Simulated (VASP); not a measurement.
# Cd7F16 (a cell with a defect) in VASP: electric field gradients with PBE

Aim: the electric field gradients of Cd7F16 (a cell with a defect) with PBE.

All numbers are computed with VASP 6.6.1; they aren't measurements. Logs are shortened: lines on timing, memory, paths and dates and some standing lists are left out, and cuts for length are marked.

**1. The cell of the first run**

The cell holds a defect, 23 atoms: a = 7.620 Å, b = 7.620 Å, c = 7.620 Å, α = 60.00°, β = 60.00°, γ = 60.00°.

**2. Electric field gradients, PBE (Cd vacancy, charge -2, host positions)**

File INCAR:

```
SYSTEM = Cd7F16
  PREC = Accurate
  ENCUT = 520
  EDIFF = 1E-8
  ISMEAR = -1
  SIGMA = 0.01
  LREAL = Auto
  LASPH = .TRUE.
  NELM = 60
  ALGO = Fast
  ISIF = 2
  LWAVE = .FALSE.
  LCHARG = .FALSE.
  GGA = PE
  LEFG = .TRUE.
  NELECT = 198.0
  NBANDS = 115
```

File KPOINTS:

```
Automatic mesh
0
G
  3 3 3
  0 0 0
```

File POSCAR:

```
Cd7F16
1.0
    0.0000000000      5.3880000000      5.3880000000
    5.3880000000      0.0000000000      5.3880000000
    5.3880000000      5.3880000000      0.0000000000
Cd F
7 16
Direct
    0.0000000000      0.0000000000      0.5000000000
    0.0000000000      0.5000000000      0.0000000000
    0.0000000000      0.5000000000      0.5000000000
    0.5000000000      0.0000000000      0.0000000000
    0.5000000000      0.0000000000      0.5000000000
    0.5000000000      0.5000000000      0.0000000000
    0.5000000000      0.5000000000      0.5000000000
    0.1250000000      0.1250000000      0.1250000000
    0.1250000000      0.1250000000      0.6250000000
    0.1250000000      0.6250000000      0.1250000000
    0.1250000000      0.6250000000      0.6250000000
    0.6250000000      0.1250000000      0.1250000000
    0.6250000000      0.1250000000      0.6250000000
    0.6250000000      0.6250000000      0.1250000000
    0.6250000000      0.6250000000      0.6250000000
    0.3750000000      0.3750000000      0.3750000000
    0.3750000000      0.3750000000      0.8750000000
    0.3750000000      0.8750000000      0.3750000000
    0.3750000000      0.8750000000      0.8750000000
    0.8750000000      0.3750000000      0.3750000000
    0.8750000000      0.3750000000      0.8750000000
    0.8750000000      0.8750000000      0.3750000000
    0.8750000000      0.8750000000      0.8750000000
```

Potentials or basis: VASP PAW PBE potentials, release 64 (Cd, F).

On the command line:

```sh
cat potpaw_PBE.64/Cd/POTCAR potpaw_PBE.64/F/POTCAR > POTCAR
mpirun -np 1 vasp_std > vasp.out
```

OUTCAR:

```text
SYSTEM = Cd7F16
   PREC = Accurate
   ENCUT = 520
   EDIFF = 1E-8
   ISMEAR = -1
   LREAL = Auto
   LASPH = .TRUE.
   NELM = 60
   ISIF = 2
   GGA = PE
   NELECT = 198.0

 ion  position               nearest neighbor table
   1  0.000  0.000  0.500-   8 2.33   9 2.33  11 2.33  13 2.33  18 2.33  20 2.33  22 2.33  23 2.33

   2  0.000  0.500  0.000-   8 2.33  10 2.33  11 2.33  14 2.33  17 2.33  20 2.33  21 2.33  23 2.33

   3  0.000  0.500  0.500-   9 2.33  10 2.33  11 2.33  15 2.33  16 2.33  20 2.33  21 2.33  22 2.33
[... 11 lines left out ...]
  10  0.125  0.625  0.125-   2 2.33   3 2.33   6 2.33
  11  0.125  0.625  0.625-   1 2.33   2 2.33   3 2.33   7 2.33
  12  0.625  0.125  0.125-   4 2.33   5 2.33   6 2.33
  13  0.625  0.125  0.625-   1 2.33   4 2.33   5 2.33   7 2.33
  14  0.625  0.625  0.125-   2 2.33   4 2.33   6 2.33   7 2.33
  15  0.625  0.625  0.625-   3 2.33   5 2.33   6 2.33   7 2.33
  16  0.375  0.375  0.375-   3 2.33   5 2.33   6 2.33   7 2.33
  17  0.375  0.375  0.875-   2 2.33   4 2.33   6 2.33   7 2.33
  18  0.375  0.875  0.375-   1 2.33   4 2.33   5 2.33   7 2.33
  19  0.375  0.875  0.875-   4 2.33   5 2.33   6 2.33
  20  0.875  0.375  0.375-   1 2.33   2 2.33   3 2.33   7 2.33
  21  0.875  0.375  0.875-   2 2.33   3 2.33   6 2.33
  22  0.875  0.875  0.375-   1 2.33   3 2.33   5 2.33
  23  0.875  0.875  0.875-   1 2.33   2 2.33   4 2.33

  LATTYP: Found a face centered cubic cell.
 ALAT       =    10.7760000000

  Lattice vectors:

 A1 = (   0.0000000000,   5.3880000000,   5.3880000000)
 A2 = (   5.3880000000,   0.0000000000,   5.3880000000)
 A3 = (   5.3880000000,   5.3880000000,   0.0000000000)

Analysis of symmetry for initial positions (statically):
=====================================================================
 Subroutine PRICEL returns:
 Original cell was already a primitive cell.

 Routine SETGRP: Setting up the symmetry group for a
 face centered cubic supercell.

 Subroutine GETGRP returns: Found 48 space group operations
 (whereof 48 operations were pure point group operations)
 out of a pool of 48 trial point group operations.

The static configuration has the point symmetry O_h .

Analysis of symmetry for dynamics (positions and initial velocities):
[... 645 lines left out ...]

------------------------ aborting loop because EDIFF is reached ----------------------------------------

  FORCE on cell =-STRESS in cart. coord.  units (eV):
  Direction    XX          YY          ZZ          XY          YZ          ZX
  --------------------------------------------------------------------------------------
  -------------------------------------------------------------------------------------
  Total       20.8459653     20.8459653     20.8459653      0.0000000     -0.0000000      0.0000000
  in kB      106.7627707    106.7627707    106.7627707      0.0000000     -0.0000000      0.0000000
  external PRESSURE =     106.7627707 kB  Pullay stress =       0.0000000 kB

 VOLUME and BASIS-vectors are now :
 -----------------------------------------------------------------------------
  energy-cutoff  :      520.00
  volume of cell :      312.83
      direct lattice vectors                 reciprocal lattice vectors
     0.000000000  5.388000000  5.388000000    -0.092798812  0.092798812  0.092798812
     5.388000000  0.000000000  5.388000000     0.092798812 -0.092798812  0.092798812
     5.388000000  5.388000000  0.000000000     0.092798812  0.092798812 -0.092798812

 POSITION                                       TOTAL-FORCE (eV/Angst)
 -----------------------------------------------------------------------------------
      2.69400      2.69400      0.00000        -0.000000     -0.000000      0.000000
      2.69400      0.00000      2.69400        -0.000000     -0.000000      0.000000
      5.38800      2.69400      2.69400        -0.000000     -0.000000      0.000000
      0.00000      2.69400      2.69400        -0.000000     -0.000000      0.000000
      2.69400      5.38800      2.69400        -0.000000     -0.000000      0.000000
      2.69400      2.69400      5.38800        -0.000000     -0.000000      0.000000
[... 15 lines left out ...]
      6.73500      6.73500      9.42900         0.404804      0.404804     -0.404804
      9.42900      9.42900      9.42900        -0.404804     -0.404804     -0.404804
 -----------------------------------------------------------------------------------
    total drift:                                0.000000      0.000000      0.000000

  FREE ENERGIE OF THE ION-ELECTRON SYSTEM (eV)
  ---------------------------------------------------
  free  energy   TOTEN  =       -81.4099059335 eV

  energy  without entropy=      -81.4099059335  energy(sigma->0) =      -81.40990593

 Electric field gradients (V/A^2)
---------------------------------------------------------------------
 ion       V_xx      V_yy      V_zz      V_xy      V_xz      V_yz
---------------------------------------------------------------------
   1       1.813     1.813    -3.625   -17.425     0.002     0.002
   2       1.813    -3.625     1.813     0.002   -17.425     0.002
   3      -3.625     1.813     1.813     0.001     0.001    17.428
   4      -3.625     1.813     1.813     0.002     0.002   -17.425
   5       1.813    -3.625     1.813     0.001    17.428     0.001
   6       1.813     1.813    -3.625    17.428     0.001     0.001
[... 15 lines left out ...]
  22      -0.000    -0.000     0.000   -26.276    26.268    26.268
  23       0.000    -0.000     0.000   -26.276   -26.276   -26.276
---------------------------------------------------------------------

 Electric field gradients after diagonalization (V/A^2)
 (convention: |V_zz| > |V_xx| > |V_yy|)
----------------------------------------------------------------------
 ion       V_xx      V_yy      V_zz     asymmetry (V_yy - V_xx)/ V_zz
----------------------------------------------------------------------
   1     -15.612    -3.625    19.238       0.623
   2     -15.612    -3.625    19.238       0.623
   3     -15.615    -3.625    19.240       0.623
   4     -15.612    -3.625    19.238       0.623
   5     -15.615    -3.625    19.240       0.623
   6     -15.615    -3.625    19.240       0.623
[... 15 lines left out ...]
  22      26.276    26.266   -52.541       0.000
  23      26.276    26.276   -52.552       0.000
----------------------------------------------------------------------

           NMR quadrupolar parameters

 Cq : quadrupolar parameter    Cq=e*Q*V_zz/h
 eta: asymmetry parameters     (V_yy - V_xx)/ V_zz
 Q  : nuclear electric quadrupole moment in mb (millibarn)
----------------------------------------------------------------------
 ion       Cq(MHz)       eta       Q (mb)
----------------------------------------------------------------------
   1       0.047       0.623       1.000
   2       0.047       0.623       1.000
   3       0.047       0.623       1.000
   4       0.047       0.623       1.000
   5       0.047       0.623       1.000
   6       0.047       0.623       1.000
[... 15 lines left out ...]
  22      -0.127       0.000       1.000
  23      -0.127       0.000       1.000
----------------------------------------------------------------------
```

OSZICAR:

```text
N       E                     dE             d eps       ncg     rms          rms(c)
DAV:   1     0.191627462181E+04    0.19163E+04   -0.11358E+05   928   0.175E+03
DAV:   2     0.494162589819E+02   -0.18669E+04   -0.18126E+04  1012   0.468E+02
DAV:   3    -0.958292990527E+02   -0.14525E+03   -0.14421E+03  1008   0.139E+02
DAV:   4    -0.977296472012E+02   -0.19003E+01   -0.18965E+01   984   0.172E+01
[... 10 lines left out ...]
RMM:  15    -0.814099052124E+02   -0.19808E-05   -0.16244E-05  1024   0.103E-02    0.488E-03
RMM:  16    -0.814099058620E+02   -0.64959E-06   -0.65354E-06  1045   0.632E-03    0.301E-03
RMM:  17    -0.814099059078E+02   -0.45831E-07   -0.10232E-06   999   0.256E-03    0.236E-03
RMM:  18    -0.814099059242E+02   -0.16313E-07   -0.23942E-07   820   0.893E-04    0.103E-03
RMM:  19    -0.814099059335E+02   -0.93460E-08   -0.47359E-08   722   0.442E-04
   1 F= -.81409906E+02 E0= -.81409906E+02  d E =-.322913E-14
```

It took 5.6 min on 1 thread of Intel Xeon Platinum 8488C (Sapphire Rapids), shared host; peak memory 0.5 GiB.

Results:

| Quantity | Value |
| --- | --- |
| Free energy | -81.4099 eV |
| Largest force | 0.701 eV/Å |
| Band gap on the k mesh | 2.79 eV, indirect (least direct gap 2.84 eV) |

Forces in eV/Å, atoms in the order of the input:
```
Cd   0.000  0.000  0.000
Cd   0.000  0.000  0.000
Cd   0.000  0.000  0.000
Cd   0.000  0.000  0.000
Cd   0.000  0.000  0.000
Cd   0.000  0.000  0.000
Cd   0.000  0.000  0.000
F    0.405  0.405  0.405
F   -0.405 -0.405  0.405
F   -0.405  0.405 -0.405
F   -0.221  0.221  0.221
F    0.405 -0.405 -0.405
F    0.221 -0.221  0.221
F    0.221  0.221 -0.221
F   -0.221 -0.221 -0.221
F    0.221  0.221  0.221
F   -0.221 -0.221  0.221
F   -0.221  0.221 -0.221
F   -0.405  0.405  0.405
F    0.221 -0.221 -0.221
F    0.405 -0.405  0.405
F    0.405  0.405 -0.405
F   -0.405 -0.405 -0.405
```

Electric field gradients, principal values (V/Å²):
```csv
atom,Vxx,Vyy,Vzz
1 Cd,-3.625,-15.612,19.238
2 Cd,-3.625,-15.612,19.238
3 Cd,-3.625,-15.615,19.240
4 Cd,-3.625,-15.612,19.238
5 Cd,-3.625,-15.615,19.240
6 Cd,-3.625,-15.615,19.240
7 Cd,-0.001,-0.001,0.003
8 F,26.276,26.276,-52.552
9 F,26.266,26.276,-52.541
10 F,26.266,26.276,-52.541
11 F,-3.423,-3.433,6.856
12 F,26.266,26.276,-52.541
13 F,-3.423,-3.433,6.856
14 F,-3.423,-3.433,6.856
15 F,-3.423,-3.423,6.846
16 F,-3.423,-3.423,6.846
17 F,-3.423,-3.433,6.856
18 F,-3.423,-3.433,6.856
19 F,26.266,26.276,-52.541
20 F,-3.423,-3.433,6.856
21 F,26.266,26.276,-52.541
22 F,26.266,26.276,-52.541
23 F,26.276,26.276,-52.552
```

Caveat: the cell carries a net charge on a neutralising background, which shifts energy and pressure; the cell is charged against a uniform background, so pressure and absolute levels hang on convention.
